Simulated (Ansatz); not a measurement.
Ti: pressure against volume

Ti, P6/mmm, a = 4.580 Å, c = 2.831 Å. This isn't the element's structure at ambient conditions. Ansatz: PBE, PAW, 420 eV, Γ-centred 12×12×14 mesh on 3 atoms, Gaussian smearing 0.10 eV; no spin polarisation. Shape and atoms are relaxed at each volume; pressure is positive in compression.

```tsv
V (Å³/atom)	P (GPa)
15.086	?
15.601	12.51
16.115	7.76
16.629	3.62
17.144	0.01
17.658	-3.13
18.172	-5.87
18.858	-8.97
```

Problem. Take V0 = 17.144 Å³/atom, count pressures from its P0 = 0.01 GPa, fit the third-order Birch–Murnaghan form to the other rows, and predict the missing pressure.

Solution. With the Eulerian strain f = ½[(V0/V)^(2/3) − 1] and y = (P − P0)/[3f(1 + 2f)^(5/2)], the form is the line y = B0 + 1.5 B0 (B0′ − 4) f. Rows (f, y): 0.03245, 109.7; 0.02106, 110.6; 0.01027, 111.4; -0.00975, 112.8; -0.01904, 113.4; -0.03078, 114.0. Means f = 0.0007017, y = 111.98; Σ(Δf)² = 0.003004, ΣΔfΔy = -0.2062; the slope is their ratio. y = 112.0 − 68.65 f GPa, so B0 = 112.0 GPa and B0′ = 4 + 2 × (-68.65)/(3 × 112.0) = 3.59. At V = 15.086, f = 0.04450, y = 108.95 and P = 18.01 GPa. The run gave 17.97 GPa, so the fit is 0.04 GPa too high, a small miss on the scale of the series.

Cost: 8 runs of about 4.2 core-minutes in all, on Arm Neoverse V1 (shared hosts).